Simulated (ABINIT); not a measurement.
# ZnS (Wurtzite-2H) (P6_3mc) in ABINIT: settings compared

One crystal, ZnS (Wurtzite-2H), is run at these levels: PBE, PBEsol, LDA; tasks: single point.

Program: ABINIT 10.8.3 (patched build). These are calculated values, not measurements. Logs are shortened: lines on timing, memory, paths and dates and some standing lists are left out, and cuts for length are marked. The log counts tension as positive stress, the text compression.

**Experimental background.**

From a printed reference work, monograph, for a bulk crystal of ZnS at 4 K: band gap 3.911 eV (direct).

How close the calculation comes is told below.

### Step 1. The crystal as given

It takes space group P6_3mc (No. 186, hexagonal). Conventional cell: a = 3.811 Å, b = 3.811 Å, c = 6.234 Å, α = 90.00°, β = 90.00°, γ = 120.00°. Zn (site symmetry 3m) is surrounded by 4 S at 2.31 to 2.40 Å. S (site symmetry 3m) is surrounded by 4 Zn at 2.31 to 2.40 Å.

### Step 2. Single point, PBE

Contents of run.abi:

```
pp_dirpath "./"
pseudos "Zn.GGA_PBE-JTH.xml, S.GGA_PBE-JTH.xml"

acell 3.811 3.811 6.234 Angstrom
rprim
     1.0000000000     0.0000000000     0.0000000000
    -0.5000000000     0.8660254038     0.0000000000
     0.0000000000     0.0000000000     1.0000000000
ntypat 2
znucl 30 16
natom 4
typat 1 1 2 2
xcart
     3.6008731308     2.0789650710     5.8902763305
    -0.0000000004     4.1579301426     0.0000000000
     3.6008731308     2.0789650710    10.4257891049
    -0.0000000004     4.1579301426     4.5355127745

ecut 20.0
pawecutdg 40.0

kptopt 1
ngkpt 3 3 2
nshiftk 1
shiftk 0.0 0.0 0.0

ixc 11

nband 22
occopt 3
tsmear 0.05 eV

nstep 100
tolvrs 1.0e-9

iomode 3
prtwf 0
prtden 0
prteig 0
prtebands 0
enunit 2
```

Potentials or basis: JTH PAW PBE v2.0.

Launch:

```sh
> abinit run.abi > log 2>&1
```

run.abo:

```text
.Version 10.8.3 of ABINIT
 Symmetries : space group P6_3 m c (#186); Bravais hP (primitive hexag.)
================================================================================
 Values of the parameters that define the memory need of the present run
     intxc =       0    ionmov =       0      iscf =      17    lmnmax =      18
     lnmax =       6     mgfft =      48  mpssoang =       3    mqgrid =    3354
     natom =       4  nloc_mem =       2    nspden =       1   nspinor =       1
    nsppol =       1      nsym =      12    n1xccc =       1    ntypat =       2
    occopt =       3   xclevel =       2
       mpw =        2277          nfft =       43200          nkpt =           6
 PAW method is used; the additional fine FFT grid is defined by:
   mgfftf=        72    nfftf =    145800
================================================================================
================================================================================

--------------------------------------------------------------------------------
------------- Echo of variables that govern the present computation ------------
--------------------------------------------------------------------------------
 -outvars: echo values of preprocessed input variables --------
            acell      7.2017462658E+00  7.2017462658E+00  1.1780552669E+01 Bohr
              amu      6.53900000E+01  3.20660000E+01
             ecut      2.00000000E+01 Hartree
           enunit           2
              ixc          11
         kptrlatt        3    0    0      0    3    0      0    0    2
          kptrlen      2.16052388E+01
            natom           4
            nband          22
            ngfft          30      30      48
          ngfftdg          45      45      72
             nkpt           6
            nstep         100
             nsym          12
           ntypat           2
           occopt           3
        pawecutdg      4.00000000E+01 Hartree
         pawxcdev           0
           prtden           0
        prtebands           0
           prteig           0
            prtwf           0
            rprim      1.0000000000E+00  0.0000000000E+00  0.0000000000E+00
                      -5.0000000000E-01  8.6602540380E-01  0.0000000000E+00
                       0.0000000000E+00  0.0000000000E+00  1.0000000000E+00
          spgroup         186
           tolvrs      1.00000000E-09
           tsmear      1.83746611E-03 Hartree
            typat      1  1  2  2
           useylm           1
           xangst      1.9054999993E+00  1.1001409368E+00  3.1170000000E+00
                      -6.6604279475E-10  2.2002818748E+00  0.0000000000E+00
                       1.9054999993E+00  1.1001409368E+00  5.5170899984E+00
                      -6.6604279475E-10  2.2002818748E+00  2.4000899984E+00
            xcart      3.6008731317E+00  2.0789650705E+00  5.8902763345E+00
                      -1.2586384702E-09  4.1579301431E+00  0.0000000000E+00
                       3.6008731317E+00  2.0789650705E+00  1.0425789109E+01
                      -1.2586384702E-09  4.1579301431E+00  4.5355127744E+00
             xred      6.6666666632E-01  3.3333333299E-01  5.0000000000E-01
                       3.3333333298E-01  6.6666666632E-01  0.0000000000E+00
                       6.6666666632E-01  3.3333333299E-01  8.8499999974E-01
                       3.3333333298E-01  6.6666666632E-01  3.8499999974E-01
            znucl       30.00000   16.00000

================================================================================

 chkinp: Checking input parameters for consistency.

================================================================================
== DATASET  1 ==================================================================

--- !DatasetInfo
iteration_state: {dtset: 1, }
dimensions: {natom: 4, nkpt: 6, mband: 22, nsppol: 1, nspinor: 1, nspden: 1, mpw: 2277, }
cutoff_energies: {ecut:  20.0, pawecutdg:  40.0, }
electrons: {nelect:   3.60000000E+01, charge:   0.00000000E+00, occopt:   3.00000000E+00, tsmear:   1.83746611E-03, }
meta: {optdriver: 0, ionmov: 0, optcell: 0, iscf: 17, paral_kgb: 0, }
...

 Exchange-correlation functional for the present dataset will be:
  GGA: Perdew-Burke-Ernzerhof functional - ixc=11
  J.P.Perdew, K.Burke, M.Ernzerhof, PRL 77, 3865 (1996)

 Real(R)+Recip(G) space primitive vectors, cartesian coordinates (Bohr,Bohr^-1):
 R(1)=  7.2017463  0.0000000  0.0000000  G(1)=  0.1388552  0.0801681  0.0000000
 R(2)= -3.6008731  6.2368952  0.0000000  G(2)=  0.0000000  0.1603362  0.0000000
 R(3)=  0.0000000  0.0000000 11.7805527  G(3)=  0.0000000  0.0000000  0.0848857
 Unit cell volume ucvol=  5.2914163E+02 bohr^3
 Angles (23,13,12)=  9.00000000E+01  9.00000000E+01  1.20000000E+02 degrees

 Coarse grid specifications (used for wave-functions):

 getcut: wavevector=  0.0000  0.0000  0.0000  ngfft=  30  30  48
[... 72 lines left out ...]
    3      1.90549999933396     1.10014093681374     5.51708999837013
    4     -0.00000000066604     2.20028187477434     2.40008999837013

 cartesian forces (hartree/bohr) at end:
    1     -0.00000000000000     0.00000000000000     0.00711660955279
    2     -0.00000000000000    -0.00000000000000     0.00711660955279
    3      0.00000000000000     0.00000000000000    -0.00711660955279
    4     -0.00000000000000     0.00000000000000    -0.00711660955279
 frms,max,avg= 4.1087764E-03 7.1166096E-03   0.000E+00  0.000E+00  5.394E-05 h/b

 cartesian forces (eV/Angstrom) at end:
    1     -0.00000000000000     0.00000000000000     0.36595077687429
    2     -0.00000000000000    -0.00000000000000     0.36595077687429
    3      0.00000000000000     0.00000000000000    -0.36595077687429
    4     -0.00000000000000     0.00000000000000    -0.36595077687429
 frms,max,avg= 2.1128178E-01 3.6595078E-01   0.000E+00  0.000E+00  2.773E-03 e/A
 length scales=  7.201746265835  7.201746265835 11.780552668909 bohr
              =  3.811000000000  3.811000000000  6.234000000000 angstroms
 Fermi (or HOMO) energy (hartree) =   0.24114   Average Vxc (hartree)=  -0.34380
 Eigenvalues (hartree) for nkpt=   6  k points:
 kpt#   1, nband= 22, wtk=  0.05556, kpt=  0.0000  0.0000  0.0000 (reduced coord)
  -0.28552   -0.25138   -0.03592   -0.03592   -0.03354   -0.03354   -0.03341   -0.01854
  -0.01854   -0.01562   -0.01562   -0.00969    0.00891    0.16786    0.16786    0.19914
   0.19914    0.19938    0.28104    0.30808    0.42902    0.42902
      occupation numbers for kpt#   1
   2.00000    2.00000    2.00000    2.00000    2.00000    2.00000    2.00000    2.00000
   2.00000    2.00000    2.00000    2.00000    2.00000    2.00000    2.00000    2.00000
   2.00000    2.00000    0.00000    0.00000    0.00000    0.00000
 prteigrs : prtvol=0 or 1, do not print more k-points.

 Fermi (or HOMO) energy (eV) =   6.56164   Average Vxc (eV)=  -9.35515
 Eigenvalues (   eV  ) for nkpt=   6  k points:
 kpt#   1, nband= 22, wtk=  0.05556, kpt=  0.0000  0.0000  0.0000 (reduced coord)
  -7.76937   -6.84044   -0.97737   -0.97737   -0.91267   -0.91267   -0.90920   -0.50458
  -0.50458   -0.42502   -0.42502   -0.26367    0.24245    4.56778    4.56778    5.41892
   5.41892    5.42542    7.64742    8.38318   11.67425   11.67425
 prteigrs : prtvol=0 or 1, do not print more k-points.

--- !EnergyTerms
iteration_state     : {dtset: 1, }
comment             : Components of total free energy in Hartree
kinetic             :  2.20967118154130E+01
hartree             :  4.24890207774372E+01
xc                  : -1.08911515664104E+01
Ewald energy        : -9.21733054749497E+01
psp_core            :  1.56215135969183E+00
local_psp           : -1.49001114667599E+02
PAW spherical_terms :  3.65376127279820E+01
internal            : -1.49380075028435E+02
'-kT*entropy'       : -3.52503026045383E-12
total_energy        : -1.49380075028438E+02
total_energy_eV     : -4.06483891905246E+03
...

--- !EnergyTermsDC
iteration_state     : {dtset: 1, }
comment             : '"Double-counting" decomposition of free energy'
band_energy         : -1.55835114073955E-01
Ewald energy        : -9.21733054749497E+01
psp_core            :  1.56215135969183E+00
xc_dc               : -4.15269511288833E+01
PAW spherical_terms : -1.70861375777052E+01
internal            : -1.49380077935920E+02
'-kT*entropy'       : -3.52503026045383E-12
total_energy_dc     : -1.49380077935924E+02
total_energy_dc_eV  : -4.06483899816917E+03
...

--- !EnergyTermsWithPAWCore
iteration_state     : {dtset: 1, }
comment             : 'Components of total free energy, including PAW core contributions'
Total energy        : -4.39062107334621E+03
Total energy DC     : -4.39062107625369E+03
Total energy (eV)   : -1.19474885886567E+05
Total energy DC (eV): -1.19474885965684E+05
...

 Cartesian components of stress tensor (hartree/bohr^3)
  sigma(1 1)= -1.23714819E-04  sigma(3 2)=  0.00000000E+00
  sigma(2 2)= -1.23714819E-04  sigma(3 1)=  0.00000000E+00
  sigma(3 3)= -1.87079923E-06  sigma(2 1)=  0.00000000E+00

-Cartesian components of stress tensor (GPa)         [Pressure=  2.4449E+00 GPa]
- sigma(1 1)= -3.63981564E+00  sigma(3 2)=  0.00000000E+00
- sigma(2 2)= -3.63981564E+00  sigma(3 1)=  0.00000000E+00
- sigma(3 3)= -5.50408137E-02  sigma(2 1)=  0.00000000E+00

== END DATASET(S) ==============================================================
================================================================================

 -outvars: echo values of variables after computation  --------
            acell      7.2017462658E+00  7.2017462658E+00  1.1780552669E+01 Bohr
           etotal     -1.4938007794E+02
            fcart     -7.4777564323E-29  1.2951854067E-28  7.1166095528E-03
                      -3.7388782161E-28 -7.3393839714E-28  7.1166095528E-03
                       5.2344295026E-28  4.7490131579E-28 -7.1166095528E-03
                      -7.4777564323E-29  1.2951854067E-28 -7.1166095528E-03
            rprim      1.0000000000E+00  0.0000000000E+00  0.0000000000E+00
                      -5.0000000000E-01  8.6602540380E-01  0.0000000000E+00
                       0.0000000000E+00  0.0000000000E+00  1.0000000000E+00
           strten     -1.2371481890E-04 -1.2371481900E-04 -1.8707992326E-06
                       0.0000000000E+00  0.0000000000E+00  0.0000000000E+00
           xangst      1.9054999993E+00  1.1001409368E+00  3.1170000000E+00
                      -6.6604279475E-10  2.2002818748E+00  0.0000000000E+00
                       1.9054999993E+00  1.1001409368E+00  5.5170899984E+00
                      -6.6604279475E-10  2.2002818748E+00  2.4000899984E+00
             xred      6.6666666632E-01  3.3333333299E-01  5.0000000000E-01
                       3.3333333298E-01  6.6666666632E-01  0.0000000000E+00
                       6.6666666632E-01  3.3333333299E-01  8.8499999974E-01
                       3.3333333298E-01  6.6666666632E-01  3.8499999974E-01
 Calculation completed.
```

Wall time 34 s (1 thread of Arm Neoverse V2, shared host); peak memory 0.12 GiB.

What came out:

```yaml
Free_energy: -4064.8390 eV
Largest_force: 0.366 eV/Å
Band_gap_on_the_k_mesh: 2.22 eV, direct
Valence_electrons_inside_the_program's_atomic_spheres: Zn 10.80; S 3.63
```

Forces on the atoms (eV/Å):
```
Zn   0.000  0.000  0.366
Zn   0.000  0.000  0.366
S    0.000  0.000 -0.366
S    0.000  0.000 -0.366
```

Caveat: the k mesh is coarse (spacing up to 0.63 Å⁻¹), so the values aren't converged; the cutoff is too short for stress, so the log's stress isn't used.

### Step 3. Single point, PBEsol

Contents of run.abi:

```
# Pseudopotentials
pp_dirpath "./"
pseudos "Zn.GGA_PBE-JTH.xml, S.GGA_PBE-JTH.xml"

# Structure
acell 7.2017462609 7.2017462609 11.7805526609
rprim
     1.0000000000     0.0000000000     0.0000000000
    -0.5000000000     0.8660254038     0.0000000000
     0.0000000000     0.0000000000     1.0000000000
ntypat 2
znucl 30 16
natom 4
typat 1 1 2 2
xred
     0.6666666667     0.3333333333     0.5000000000
     0.3333333333     0.6666666667     0.0000000000
     0.6666666667     0.3333333333     0.8850000000
     0.3333333333     0.6666666667     0.3850000000

# Plane-wave basis
ecut 20.0
pawecutdg 40.0

# k points
kptopt 1
ngkpt 6 6 4
nshiftk 1
shiftk 0.0 0.0 0.0

# Exchange and correlation
ixc -116133

# Bands and occupations
nband 22
occopt 3
tsmear 0.05 eV

# SCF cycle
nstep 100
tolvrs 1.0e-9

# Output
iomode 3
prtwf 0
prtden 0
prteig 0
prtebands 0
```

Potentials or basis: JTH PAW PBE v2.0.

Launch:

```sh
> abinit run.abi > log 2>&1
```

It took 1.9 min on 1 thread of Arm Neoverse V2, shared host; peak memory 0.14 GiB.

The run converged. Its results:

- Free energy: -4063.4342 eV
- Largest force: 0.304 eV/Å
- Band gap on the k mesh: 2.09 eV, direct
- Valence electrons inside the program's atomic spheres: Zn 10.80; S 3.60

Forces in eV/Å, atoms in the order of the input:
```
Zn   0.000  0.000  0.304
Zn   0.000  0.000  0.304
S    0.000  0.000 -0.304
S    0.000  0.000 -0.304
```

Levels at points of the mesh, in eV from the valence-band top:
```tsv
k point	band 14	band 15	band 16	band 17	band 18	band 19	band 20	band 21	band 22
(0.00, 0.00, 0.00)	-0.87	-0.87	-0.01	-0.01	0.00	2.09	2.86	6.17	6.17
(0.50, 0.00, 0.00)	-4.27	-3.21	-2.28	-1.60	-1.00	3.47	4.15	5.04	7.00
(0.00, 0.00, 0.50)	-2.81	-0.46	-0.46	-0.46	-0.46	3.38	3.38	6.60	6.61
(0.50, 0.00, 0.50)	-4.96	-1.69	-1.69	-1.55	-1.55	3.47	3.47	5.01	5.01
```

Caveat: the cutoff is too short for stress, so the log's stress isn't used; the PAW data sets were made with another functional, which shifts forces and pressure a little.

### Step 4. Single point, PBEsol

Changes to run.abi since step 3:

```diff
@@ -5,7 +5,7 @@
 # Structure
-acell 7.2017462609 7.2017462609 11.7805526609
+acell 3*1.0
 rprim
-     1.0000000000     0.0000000000     0.0000000000
-    -0.5000000000     0.8660254038     0.0000000000
-     0.0000000000     0.0000000000     1.0000000000
+     7.2017462609     0.0000000000     0.0000000000
+    -3.6008731305     6.2368952135     0.0000000000
+     0.0000000000     0.0000000000    11.7805526609
 ntypat 2
@@ -26,3 +26,3 @@
 kptopt 1
-ngkpt 6 6 4
+ngkpt 5 5 3
 nshiftk 1
@@ -48 +48,2 @@
 prtebands 0
+enunit 1
```

Launch:

```sh
> abinit run.abi > log 2>&1
```

Wall time 66 s (1 thread of Arm Neoverse V2, shared host); peak memory 0.13 GiB.

The run converged. Its results:

```yaml
Free_energy: -4063.4224 eV
Largest_force: 0.307 eV/Å
Band_gap_on_the_k_mesh: 2.09 eV, direct
Valence_electrons_inside_the_program's_atomic_spheres: Zn 10.80; S 3.60
```

Forces in eV/Å, atoms in the order of the input:
```
Zn   0.000  0.000  0.307
Zn   0.000  0.000  0.307
S    0.000  0.000 -0.307
S    0.000  0.000 -0.307
```

Levels at points of the mesh, in eV from the valence-band top:
```
           k point  band 14  band 15  band 16  band 17  band 18  band 19  band 20  band 21  band 22
(0.00, 0.00, 0.00)    -0.87    -0.87    -0.01    -0.01     0.00     2.09     2.86     6.17     6.17
```

Caveat: the cutoff is too short for stress, so the log's stress isn't used; the PAW data sets were made with another functional, which shifts forces and pressure a little.

### Step 5. Single point, LDA

Changes to run.abi since step 4:

```diff
@@ -2,3 +2,3 @@
 pp_dirpath "./"
-pseudos "Zn.GGA_PBE-JTH.xml, S.GGA_PBE-JTH.xml"
+pseudos "Zn.LDA_PW-JTH.xml, S.LDA_PW-JTH.xml"
 
@@ -26,3 +26,3 @@
 kptopt 1
-ngkpt 5 5 3
+ngkpt 3 3 2
 nshiftk 1
@@ -31,3 +31,3 @@
 # Exchange and correlation
-ixc -116133
+ixc 7
 
@@ -36,3 +36,3 @@
 occopt 3
-tsmear 0.05 eV
+tsmear 0.00183747
 
@@ -45,3 +45,2 @@
 prtwf 0
-prtden 0
 prteig 0
@@ -49 +48,5 @@
 enunit 1
+prtden 1
+prtvha 1
+prtvclmb 1
+prtpot 1
```

Potentials or basis: JTH PAW LDA v2.0.

Launch:

```sh
> abinit run.abi > log 2>&1
```

Run time: 24 s. Hardware: 1 thread of Arm Neoverse V2, shared host; peak memory 0.1 GiB.

The run converged. Its results:

- Free energy: -4078.5964 eV
- Largest force: 0.341 eV/Å
- Band gap on the k mesh: 1.96 eV, direct
- Valence electrons inside the program's atomic spheres: Zn 10.82; S 3.61

Forces in eV/Å, atoms in the order of the input:
```
Zn   0.000  0.000  0.341
Zn   0.000  0.000  0.341
S    0.000  0.000 -0.341
S    0.000  0.000 -0.341
```

Levels at points of the mesh, in eV from the valence-band top:
```tsv
k point	band 14	band 15	band 16	band 17	band 18	band 19	band 20	band 21	band 22
(0.00, 0.00, 0.00)	-0.87	-0.87	-0.01	-0.01	0.00	1.96	2.73	6.09	6.09
(0.00, 0.00, 0.50)	-2.85	-0.46	-0.46	-0.46	-0.46	3.25	3.25	6.53	6.54
```

Caveat: the k mesh is coarse (spacing up to 0.63 Å⁻¹), so the values aren't converged; the cutoff is too short for stress, so the log's stress isn't used.

### Step 6. Summary

| level | potentials or basis | k mesh | mesh quality | gap on the mesh (eV) | largest force (eV/Å) |
| --- | --- | --- | --- | --- | --- |
| PBE | JTH PAW PBE v2.0 | 3 × 3 × 2 | coarse | 2.22 | 0.37 |
| PBEsol | JTH PAW PBE v2.0 | 6 × 6 × 4 | not flagged | 2.09 | 0.30 |
| PBEsol | JTH PAW PBE v2.0 | 5 × 5 × 3 | not flagged | 2.09 | 0.31 |
| LDA | JTH PAW LDA v2.0 | 3 × 3 × 2 | coarse | 1.96 | 0.34 |

Alike in all rows: task single point; no spin polarisation; cell as given; cutoff (eV) 544; smearing fermi-dirac 0.05 eV.

Caveats: some runs use coarse meshes; the PAW data sets were made with another functional, which shifts forces and pressure a little (some runs).

Total energies depend on the potentials used, so only differences within one code and one set of settings carry meaning.

### Step 7. Comparison with measurements

Step 3. A measured gap of ZnS is 3.911 eV (direct; 4 K; a printed reference work, monograph); the calculated 2.09 eV misses it by -1.82 eV. The value is that of PBEsol, without temperature or zero-point motion. Semilocal functionals fall short of measured gaps as a rule.

Step 4. Measured gap of ZnS: 3.911 eV (direct; 4 K; a printed reference work, monograph). This calculation gives 2.09 eV (-1.82 eV). The value is that of PBEsol, without temperature or zero-point motion. Semilocal functionals fall short of measured gaps as a rule.
